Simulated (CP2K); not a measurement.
# TiB2 (P6/mmm) in CP2K: reference runs

How does TiB2 come out in PBEsol? The cell is run as given and disturbed, then over a range of volumes.

Program: CP2K 2026.2. These are calculated values, not measurements. Logs are shortened: lines on timing, memory, paths and dates and some standing lists are left out, and cuts for length are marked.

## 1. The structure

It takes space group P6/mmm (No. 191, hexagonal). Conventional cell: a = 3.029 Å, b = 3.029 Å, c = 3.228 Å, α = 90.00°, β = 90.00°, γ = 120.00°. Ti (site symmetry 6/mmm) has 12 B at 2.38 Å as nearest neighbours. Around B (site symmetry -6m2) lie 3 B at 1.75 Å.

## 2. Single point, PBEsol

The input, tib2_scf.inp:

```
&GLOBAL
  PROJECT tib2_scf
  RUN_TYPE ENERGY_FORCE
  PRINT_LEVEL LOW
&END GLOBAL
&FORCE_EVAL
  METHOD QS
  STRESS_TENSOR ANALYTICAL
  &DFT
    BASIS_SET_FILE_NAME BASIS_MOLOPT_UZH
    POTENTIAL_FILE_NAME POTENTIAL_UZH
    &MGRID
      CUTOFF 450
      REL_CUTOFF 60
      NGRIDS 5
    &END MGRID
    &QS
      METHOD GPW
      EPS_DEFAULT 1.0E-10
    &END QS
    &KPOINTS
      SCHEME MONKHORST-PACK 10 10 8
      GAMMA_CENTERED T
      SYMMETRY T
      SYMMETRY_BACKEND SPGLIB
    &END KPOINTS
    &SCF
      SCF_GUESS ATOMIC
      EPS_SCF 1.0E-6
      MAX_SCF 100
      ADDED_MOS 15
      CHOLESKY OFF
      EPS_EIGVAL 1.0E-7
      &DIAGONALIZATION ON
        ALGORITHM STANDARD
      &END DIAGONALIZATION
      &MIXING ON
        METHOD BROYDEN_MIXING
        ALPHA 0.4
        BETA 1.5
        NBUFFER 8
      &END MIXING
      &SMEAR ON
        METHOD FERMI_DIRAC
        ELECTRONIC_TEMPERATURE 580.23
      &END SMEAR
    &END SCF
    &XC
      &XC_FUNCTIONAL
        &GGA_X_PBE_SOL
        &END GGA_X_PBE_SOL
        &GGA_C_PBE_SOL
        &END GGA_C_PBE_SOL
      &END XC_FUNCTIONAL
    &END XC
    &PRINT
      &KPOINTS ON
      &END KPOINTS
      &MULLIKEN ON
      &END MULLIKEN
      &MO ON
        ENERGIES T
        OCCUPATION_NUMBERS T
        &EACH
          QS_SCF 0
        &END EACH
        ADD_LAST NUMERIC
      &END MO
      &LOWDIN ON
      &END LOWDIN
      &HIRSHFELD ON
        SHAPE_FUNCTION DENSITY
      &END HIRSHFELD
    &END PRINT
  &END DFT
  &SUBSYS
    &CELL
      ABC 3.0292000000 3.0292000000 3.2284000000
      ALPHA_BETA_GAMMA 90.0000000000 90.0000000000 120.0000000004
      PERIODIC XYZ
    &END CELL
    &COORD
      Ti  0.0000000000 0.0000000000 0.0000000000
      B   1.5146000002 0.8744547176 1.6142000000
      B   -0.0000000002 1.7489094355 1.6142000000
    &END COORD
    &KIND Ti
      BASIS_SET TZVP-MOLOPT-PBE-GTH-q12
      POTENTIAL GTH-PBE-q12
    &END KIND
    &KIND B
      BASIS_SET TZVP-MOLOPT-PBE-GTH-q3
      POTENTIAL GTH-PBE-q3
    &END KIND
    &PRINT
      &ATOMIC_COORDINATES ON
      &END ATOMIC_COORDINATES
      &CELL ON
      &END CELL
    &END PRINT
  &END SUBSYS
  &PRINT
    &FORCES ON
    &END FORCES
    &STRESS_TENSOR ON
    &END STRESS_TENSOR
  &END PRINT
&END FORCE_EVAL
```

Potentials or basis: POTENTIAL_UZH Ti GTH-PBE-q12, B GTH-PBE-q3; TZVP-MOLOPT-PBE-GTH basis.

On the command line:

```sh
$ OMP_NUM_THREADS=1 cp2k.psmp -i tib2_scf.inp -o tib2_scf.out
```

tib2_scf.out:

```text

 CP2K| version string:                                       CP2K version 2026.2
 CP2K| Input file name                                              tib2_scf.inp

 GLOBAL| Force Environment number                                              1
 GLOBAL| Basis set file name                                    BASIS_MOLOPT_UZH
 GLOBAL| Potential file name                                       POTENTIAL_UZH
 GLOBAL| MM Potential file name                                     MM_POTENTIAL
 GLOBAL| Coordinate file name                                      __STD_INPUT__
 GLOBAL| Method name                                                        CP2K
 GLOBAL| Project name                                                   tib2_scf
 GLOBAL| Run type                                                   ENERGY_FORCE
 GLOBAL| FFT library                                                       FFTW3
[... 6 lines left out ...]
 GLOBAL| Total number of message passing processes                             1
 GLOBAL| Number of threads for this process                                    1
 GLOBAL| CPU model name                                                  UNKNOWN

 CELL| Volume [angstrom^3]:                                            25.655109
 CELL| Vector a [angstrom]:       3.029     0.000     0.000   |a| =     3.029200
 CELL| Vector b [angstrom]:      -1.515     2.623     0.000   |b| =     3.029200
 CELL| Vector c [angstrom]:       0.000     0.000     3.228   |c| =     3.228400
 CELL| Angle (b,c), alpha [degree]:                                    90.000000
 CELL| Angle (a,c), beta  [degree]:                                    90.000000
 CELL| Angle (a,b), gamma [degree]:                                   120.000000
 CELL| Numerically orthorhombic:                                              NO
 CELL| Periodicity                                                           XYZ

 CELL_REF| Volume [angstrom^3]:                                        25.655109
 CELL_REF| Vector a [angstrom     3.029     0.000     0.000   |a| =     3.029200
 CELL_REF| Vector b [angstrom    -1.515     2.623     0.000   |b| =     3.029200
 CELL_REF| Vector c [angstrom     0.000     0.000     3.228   |c| =     3.228400
 CELL_REF| Angle (b,c), alpha [degree]:                                90.000000
 CELL_REF| Angle (a,c), beta  [degree]:                                90.000000
 CELL_REF| Angle (a,b), gamma [degree]:                               120.000000
 CELL_REF| Numerically orthorhombic:                                          NO
 CELL_REF| Periodicity                                                       XYZ
[... 10 lines left out ...]

  Total number of            - Atomic kinds:                                   2
                             - Atoms:                                          3
                             - Shell sets:                                     3
                             - Shells:                                        25
                             - Primitive Cartesian functions:                 16
                             - Cartesian basis functions:                     77
                             - Spherical basis functions:                     69

  Maximum angular momentum of- Orbital basis functions:                        3
                             - Local part of the GTH pseudopotential:          2
                             - Non-local part of the GTH pseudopotential:      3

 MODULE QUICKSTEP: ATOMIC COORDINATES IN ANGSTROM

   Atom Kind Element         X             Y             Z       Z(eff)     Mass
      1    1 Ti   22      0.000000      0.000000      0.000000  12.0000  47.8670
      2    2 B     5      1.514600      0.874455      1.614200   3.0000  10.8110
      3    2 B     5     -0.000000      1.748909      1.614200   3.0000  10.8110

 SCF PARAMETERS         Density guess:                                    ATOMIC
                        --------------------------------------------------------
                        max_scf:                                             100
[... 7 lines left out ...]
                        --------------------------------------------------------
                        level_shift [a.u.]:                             0.000000
                        added MOs                                        15    0
                        --------------------------------------------------------
                        Mixing method:                            BROYDEN_MIXING
                                                charge density mixing in g-space
                        --------------------------------------------------------
                        Smear method:                                FERMI_DIRAC
                        Electronic temperature [K]:                        580.2
                        Electronic temperature [a.u.]:                  1.84E-03
                        Accuracy threshold:                             1.00E-10
                        --------------------------------------------------------
                        No outer SCF

 *******************************************************************************
[... 53 lines left out ...]
 *******************************************************************************

 Extrapolation method: initial_guess

 Number of electrons:                                                         18
 Number of occupied orbitals:                                                  9
 Number of molecular orbitals:                                                24

 Number of orbital functions:                                                 69
 Number of independent orbital functions:                                     69

 SCF WAVEFUNCTION OPTIMIZATION

  Step     Update method      Time    Convergence         Total energy    Change
  ------------------------------------------------------------------------------
     1 NoMix/Diag. 0.40E+00   10.4     1.26540512       -64.6440556979 -6.46E+01
     2 Broy./Diag. 0.40E+00    8.3     0.16589322       -65.2356112841 -5.92E-01
     3 Broy./Diag. 0.40E+00    8.3     0.09005514       -64.1593867363  1.08E+00
     4 Broy./Diag. 0.40E+00    8.3     0.19144986       -63.5958470773  5.64E-01
     5 Broy./Diag. 0.40E+00    8.2     0.03091599       -64.0248543332 -4.29E-01
     6 Broy./Diag. 0.40E+00    8.2     0.00518280       -63.7376638314  2.87E-01
     7 Broy./Diag. 0.40E+00    8.1     0.00714113       -63.7587144802 -2.11E-02
     8 Broy./Diag. 0.40E+00    8.2     0.00031760       -63.7506247650  8.09E-03
     9 Broy./Diag. 0.40E+00    8.2     0.00028899       -63.7511539668 -5.29E-04
    10 Broy./Diag. 0.40E+00    8.2     0.00007030       -63.7502694062  8.85E-04
    11 Broy./Diag. 0.40E+00    8.2     0.00002496       -63.7504505160 -1.81E-04
    12 Broy./Diag. 0.40E+00    8.2     0.00001612       -63.7503531222  9.74E-05
    13 Broy./Diag. 0.40E+00    8.3     0.00000191       -63.7503458542  7.27E-06
    14 Broy./Diag. 0.40E+00    8.2     0.00000115       -63.7503402924  5.56E-06
    15 Broy./Diag. 0.40E+00    8.3     0.00000022       -63.7503394939  7.99E-07

  *** SCF run converged in    15 steps ***

  Electronic density on regular grids:        -17.9999999987        0.0000000013
  Core density on regular grids:               17.9999999982       -0.0000000018
  Total charge density on r-space grids:       -0.0000000005
  Total charge density g-space grids:          -0.0000000005

  Overlap energy of the core charge distribution:               0.00000020461901
  Self energy of the core charge distribution:               -118.73490394519634
  Core Hamiltonian energy:                                     31.17266306880099
  Hartree energy:                                              33.31380093032560
  Exchange-correlation energy:                                 -9.50166907502304
  Electronic entropic energy:                                  -0.00023067743191
  Fermi energy:                                                 0.45230294399246

  Total energy:                                               -63.75033949390689
  Total energy (extrapolated to T->0):                        -63.75022415519093

 MO| EIGENVALUES AND OCCUPATION NUMBERS FOR K POINT 1
 MO|
 MO|  Index      Eigenvalue [a.u.]        Eigenvalue [eV]             Occupation
 MO|      1              -1.627370             -44.282984               2.000000
 MO|      2              -0.765549             -20.831640               2.000000
 MO|      3              -0.763465             -20.774931               2.000000
 MO|      4              -0.757042             -20.600171               2.000000
 MO|      5               0.115438               3.141225               2.000000
 MO|      6               0.162947               4.434020               2.000000
[... 414 lines left out ...]
 MO|     23               1.313915              35.753452               0.000000
 MO|     24               1.398346              38.050927               0.000000
 MO| Sum:                                                              18.000003
 MO| E(Fermi):            0.452303 a.u.         12.307789 eV

 [... the levels of further k-points ...]

 !-----------------------------------------------------------------------------!
                     Mulliken Population Analysis

 #  Atom  Element  Kind  Atomic population                           Net charge
       1     Ti       1         12.344402                             -0.344402
       2     B        2          2.827799                              0.172201
       3     B        2          2.827799                              0.172201
 # Total charge                             18.000000                  0.000000

 !-----------------------------------------------------------------------------!

 !-----------------------------------------------------------------------------!
                           Hirshfeld Charges

  #Atom  Element  Kind  Ref Charge     Population                    Net charge
      1       Ti     1      12.000         11.757                         0.243
      2       B      2       3.000          3.122                        -0.122
      3       B      2       3.000          3.122                        -0.122

  Total Charge                                                           -0.000
 !-----------------------------------------------------------------------------!

 LOWDIN POPULATION ANALYSIS

 #  Atom  Element  Kind  Atomic population                           Net charge
       1     Ti       1         12.671145                             -0.671145
       2     B        2          2.664427                              0.335573
       3     B        2          2.664427                              0.335573
 # Total charge                             18.000000                  0.000000

 ENERGY| Total FORCE_EVAL ( QS ) energy [hartree]            -63.750339534969221

 FORCES| Atomic forces [hartree/bohr]
 FORCES|   Atom     x               y               z               |f|
 FORCES|      1  1.11279571E-12 -1.79524988E-12 -6.65238293E-15   2.11217440E-12
 FORCES|      2  2.17298630E-08 -1.14971559E-08  1.16880271E-15   2.45839692E-08
 FORCES|      3 -2.17309577E-08  1.14989509E-08 -2.82377022E-15   2.45857763E-08
 FORCES| Sum     1.80542784E-14 -2.35374718E-16 -8.30735044E-15
 FORCES| Total atomic force                                       1.98752218E-14

 STRESS| Analytical stress tensor [bar]
 STRESS|                        x                   y                   z
 STRESS|      x       -3.37037315937E+04   7.38279837239E+00   1.60024653855E-08
 STRESS|      y        7.38279837239E+00  -3.36932954002E+04   1.06322171249E-09
 STRESS|      z        1.60024653855E-08   1.06322171249E-09  -5.14414532555E+04
 STRESS| 1/3 Trace                                            -3.96128267498E+04
 STRESS| Determinant                                          -5.84163860218E+13

 STRESS| Eigenvectors and eigenvalues of the analytical stress tensor [bar]
 STRESS|                        1                   2                   3
 STRESS| Eigenvalues  -5.14414532555E+04  -3.37075541963E+04  -3.36894727975E+04
 STRESS|      x          -0.000000000001      0.888025460508      0.459794281706
 STRESS|      y          -0.000000000000     -0.459794281706      0.888025460508
 STRESS|      z           1.000000000000      0.000000000001      0.000000000000
```

It took 2.4 min on 1 thread of Arm Neoverse V1, shared host; peak memory 0.37 GiB.

Results:

```yaml
Free_energy: -1734.7350 eV
Pressure: -4.0 GPa
Band_gap_on_the_k_mesh: none (metal or under the smearing width)
Mulliken_charges: Ti -0.34; B +0.17 e
Hirshfeld_charges: Ti +0.24; B -0.12 e
```

Levels at points of the mesh, in eV from the Fermi level:
```csv
k point,band 5,band 6,band 7,band 8,band 9,band 10,band 11,band 12,band 13,band 14
"(0.00, 0.00, 0.00)",-13.42,-2.54,-2.54,-2.22,-2.09,1.98,1.98,3.75,3.75,5.86
"(0.00, 0.00, 0.50)",-11.45,-7.56,-0.49,-0.49,-0.12,-0.12,0.50,0.50,1.72,6.65
"(0.00, 0.50, 0.00)",-9.31,-9.10,-3.19,-3.17,-2.23,1.42,2.85,3.32,3.46,7.61
"(0.00, 0.50, 0.50)",-9.66,-7.45,-4.59,-3.78,-3.03,2.57,3.03,4.60,4.70,5.59
```

Caveat: Mulliken charges move with the basis; the potentials were made for another functional, which shifts forces and pressure; the basis of atomic orbitals isn't converged, which shifts pressures, moduli and gaps.

## 3. Single point, PBEsol, 8.55 Å³/atom

The input, tib2_eos.inp:

```
&GLOBAL
  PROJECT tib2_eos
  RUN_TYPE ENERGY_FORCE
  PRINT_LEVEL LOW
&END GLOBAL
&FORCE_EVAL
  METHOD QS
  STRESS_TENSOR ANALYTICAL
  &DFT
    BASIS_SET_FILE_NAME BASIS_MOLOPT_UZH
    POTENTIAL_FILE_NAME POTENTIAL_UZH
    &MGRID
      CUTOFF 450
      REL_CUTOFF 60
      NGRIDS 4
    &END MGRID
    &QS
      METHOD GPW
      EPS_DEFAULT 1.0E-10
    &END QS
    &KPOINTS
      SCHEME MONKHORST-PACK 10 10 8
      GAMMA_CENTERED T
      SYMMETRY T
      SYMMETRY_BACKEND SPGLIB
    &END KPOINTS
    &SCF
      SCF_GUESS ATOMIC
      EPS_SCF 1.0E-6
      MAX_SCF 100
      ADDED_MOS 15
      CHOLESKY OFF
      EPS_EIGVAL 1.0E-7
      &DIAGONALIZATION ON
        ALGORITHM STANDARD
      &END DIAGONALIZATION
      &MIXING ON
        METHOD BROYDEN_MIXING
        ALPHA 0.4
        BETA 1.5
        NBUFFER 8
      &END MIXING
      &SMEAR ON
        METHOD FERMI_DIRAC
        ELECTRONIC_TEMPERATURE [K] 580.226
      &END SMEAR
    &END SCF
    &XC
      &XC_FUNCTIONAL
        &GGA_X_PBE_SOL
        &END GGA_X_PBE_SOL
        &GGA_C_PBE_SOL
        &END GGA_C_PBE_SOL
      &END XC_FUNCTIONAL
    &END XC
    &PRINT
      &KPOINTS ON
      &END KPOINTS
      &MULLIKEN ON
      &END MULLIKEN
      &MO ON
        ENERGIES T
        OCCUPATION_NUMBERS T
        &EACH
          QS_SCF 0
        &END EACH
        ADD_LAST NUMERIC
      &END MO
    &END PRINT
  &END DFT
  &SUBSYS
    &CELL
      A 3.0292000000 0.0000000000 0.0000000000
      B -1.5146000000 2.6233641531 0.0000000000
      C 0.0000000000 0.0000000000 3.2284000000
      PERIODIC XYZ
    &END CELL
    &COORD
      SCALED
      Ti  0.0000000000 0.0000000000 0.0000000000
      B   0.6666666667 0.3333333333 0.5000000000
      B   0.3333333333 0.6666666667 0.5000000000
    &END COORD
    &KIND Ti
      BASIS_SET TZVP-MOLOPT-PBE-GTH-q12
      POTENTIAL GTH-PBE-q12
    &END KIND
    &KIND B
      BASIS_SET TZVP-MOLOPT-PBE-GTH-q3
      POTENTIAL GTH-PBE-q3
    &END KIND
    &PRINT
      &ATOMIC_COORDINATES ON
      &END ATOMIC_COORDINATES
      &CELL ON
      &END CELL
      &SYMMETRY ON
      &END SYMMETRY
    &END PRINT
  &END SUBSYS
  &PRINT
    &FORCES ON
    &END FORCES
    &STRESS_TENSOR ON
    &END STRESS_TENSOR
  &END PRINT
&END FORCE_EVAL
```

Potentials or basis: POTENTIAL_UZH Ti GTH-PBE-q12, B GTH-PBE-q3; TZVP-MOLOPT-PBE-GTH basis.

On the command line:

```sh
$ OMP_NUM_THREADS=1 cp2k.psmp -i tib2_eos.inp -o tib2_eos.out
```

Wall time 2.4 min (1 thread of Arm Neoverse V1, shared host); peak memory 0.37 GiB.

It converged, with:

* Free energy: -1734.7350 eV
* Pressure: -4.0 GPa
* Band gap on the k mesh: none (metal or under the smearing width)
* Mulliken charges: Ti -0.34; B +0.17 e

Caveat: Mulliken charges move with the basis; the potentials were made for another functional, which shifts forces and pressure; the basis of atomic orbitals isn't converged, which shifts pressures, moduli and gaps.

## 4. Single point, PBEsol, 8.38 Å³/atom (volume scaled by 0.98)

Changes to tib2_eos.inp since step 3:

```diff
@@ -11,2 +11,3 @@
     POTENTIAL_FILE_NAME POTENTIAL_UZH
+    WFN_RESTART_FILE_NAME previous-RESTART.kp
     &MGRID
@@ -27,3 +28,3 @@
     &SCF
-      SCF_GUESS ATOMIC
+      SCF_GUESS RESTART
       EPS_SCF 1.0E-6
@@ -72,5 +73,5 @@
     &CELL
-      A 3.0292000000 0.0000000000 0.0000000000
-      B -1.5146000000 2.6233641531 0.0000000000
-      C 0.0000000000 0.0000000000 3.2284000000
+      A 3.0088691861 0.0000000000 0.0000000000
+      B -1.5044345930 2.6057571518 0.0000000000
+      C 0.0000000000 0.0000000000 3.2067322330
       PERIODIC XYZ
```

On the command line:

```sh
$ OMP_NUM_THREADS=1 cp2k.psmp -i tib2_eos.inp -o tib2_eos.out
```

Run time: 1.9 min. Hardware: 1 thread of Arm Neoverse V1, shared host; peak memory 0.36 GiB.

Results (log left out):

- Free energy: -1734.7394 eV
- Pressure: 1.3 GPa
- Band gap on the k mesh: none (metal or under the smearing width)
- Mulliken charges: Ti -0.40; B +0.20 e

Caveat: Mulliken charges move with the basis; the potentials were made for another functional, which shifts forces and pressure; the basis of atomic orbitals isn't converged, which shifts pressures, moduli and gaps.

## 5. Single point, PBEsol, 8.72 Å³/atom (volume scaled by 1.02)

Changes to tib2_eos.inp since step 4:

```diff
@@ -73,5 +73,5 @@
     &CELL
-      A 3.0088691861 0.0000000000 0.0000000000
-      B -1.5044345930 2.6057571518 0.0000000000
-      C 0.0000000000 0.0000000000 3.2067322330
+      A 3.0492615118 0.0000000000 0.0000000000
+      B -1.5246307559 2.6407379320 0.0000000000
+      C 0.0000000000 0.0000000000 3.2497807555
       PERIODIC XYZ
```

On the command line:

```sh
$ OMP_NUM_THREADS=1 cp2k.psmp -i tib2_eos.inp -o tib2_eos.out
```

Wall time 1.8 min (1 thread of Arm Neoverse V1, shared host); peak memory 0.36 GiB.

It converged, with:

```yaml
Free_energy: -1734.7146 eV
Pressure: -8.7 GPa
Band_gap_on_the_k_mesh: none (metal or under the smearing width)
Mulliken_charges: Ti -0.30; B +0.15 e
```

Caveat: Mulliken charges move with the basis; the potentials were made for another functional, which shifts forces and pressure; the basis of atomic orbitals isn't converged, which shifts pressures, moduli and gaps.

[end of part 1 of 2]
